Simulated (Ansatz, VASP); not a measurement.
# CdS (Greenockite): VASP beside Ansatz

File INCAR:

```
PREC     = Accurate       # precision mode
ENCUT    = 520            # plane-wave cutoff, eV
EDIFF    = 1E-6           # SCF threshold, eV
ISMEAR   = -1             # smearing method
SIGMA    = 0.05           # smearing width, eV
LREAL    = F              # projectors in reciprocal space
LASPH    = T              # aspherical terms in the spheres
NELM     = 150            # most SCF steps
ALGO     = Normal         # electronic algorithm
ISIF     = 2              # what is computed and relaxed
LWAVE    = F              # write WAVECAR
LCHARG   = F              # write CHGCAR
LNONCOLLINEAR= T              # non-collinear magnetism
MAGMOM   = 0 0 0 0 0 0 0 0 0 0 0 0 # initial moments
LORBIT   = 11             # projections on sites
LSORBIT  = T              # spin-orbit coupling
GGA_COMPAT= F            
LORBMOM  = T            
GGA      = PS             # functional
NBANDS   = 50             # bands
```

KPOINTS

```
Automatic mesh
0
Gamma
  5 5 3
```

File POSCAR:

```
CdS
1.0
    4.1500000000      0.0000000000      0.0000000000
   -2.0750000000      3.5940054257      0.0000000000
    0.0000000000      0.0000000000      6.7370000000
Cd S
2 2
Direct
    0.6666666667      0.3333333333      0.5000000000
    0.3333333333      0.6666666667      0.0000000000
    0.6666666667      0.3333333333      0.8750000000
    0.3333333333      0.6666666667      0.3750000000
```

input.yaml

```yaml
crystal:
  lattice:
    - [4.15, 0.0, 0.0]
    - [-2.075, 3.5940054257, 0.0]
    - [0.0, 0.0, 6.737]
  atoms:
    - { symbol: Cd, position: [0.6666666667, 0.3333333333, 0.5] }
    - { symbol: Cd, position: [0.3333333333, 0.6666666667, 0.0] }
    - { symbol: S, position: [0.6666666667, 0.3333333333, 0.875] }
    - { symbol: S, position: [0.3333333333, 0.6666666667, 0.375] }
kpoints:
  mp_grid: { grid: [5, 5, 3] }
  band_path:
    path:
      - [0.0, 0.0, 0.0]
      - [0.5, 0.0, 0.0]
      - [0.3333333333, 0.3333333333, 0.0]
      - [0.0, 0.0, 0.0]
      - [0.0, 0.0, 0.5]
      - [0.5, 0.0, 0.5]
      - [0.3333333333, 0.3333333333, 0.5]
      - [0.0, 0.0, 0.5]
    npoints: 12
scf:
  occupations: { method: fermi_dirac, width: 0.05 }
hamiltonian:
  xc: pbesol
  pseudopotentials: { kind: all_electron, lapw: { basis_error: 0.002 } }
magnetization:
  noncollinear: true
  spin_orbit: true
output:
  forces: true
  stress: true
  eigenvalues: true
```

Alike in both runs: functional PBEsol; k mesh 5 × 5 × 3; occupations fermi-dirac, width 0.05 eV; non-collinear spin, spin-orbit coupling.

|  | VASP | Ansatz |
| --- | --- | --- |
| version | VASP 6.6.1 | Ansatz 0.2.0 |
| potentials or method | VASP PAW PBE potentials, release 64 (Cd, S) | all-electron LAPW, relativistic spinors |
| plane-wave cutoff (eV) | 520 | see its input |
| task | single point | band structure |

```csv
,VASP,Ansatz,Ansatz less VASP
gap on the k mesh at the Fermi level (eV),1.04,1.04,-0.003
least direct gap on the mesh (eV),1.04,1.04,-0.003
pressure (GPa),-0.6,-1.0,-0.38
largest component of the traceless stress (GPa),0.36,0.35,-0.013
rms of the force components (eV/Å),0.037,0.036,-0.0008
net moment per atom (μB),0.00,0.00,0.000
```

Atom by atom the forces differ by 0.001 eV/Å (rms over components). Ansatz ran all-electron here, so the differences hold the error of VASP's frozen core and of both bases.

Caveats: the PAW data sets were made with another functional, which shifts forces and pressure a little (VASP).
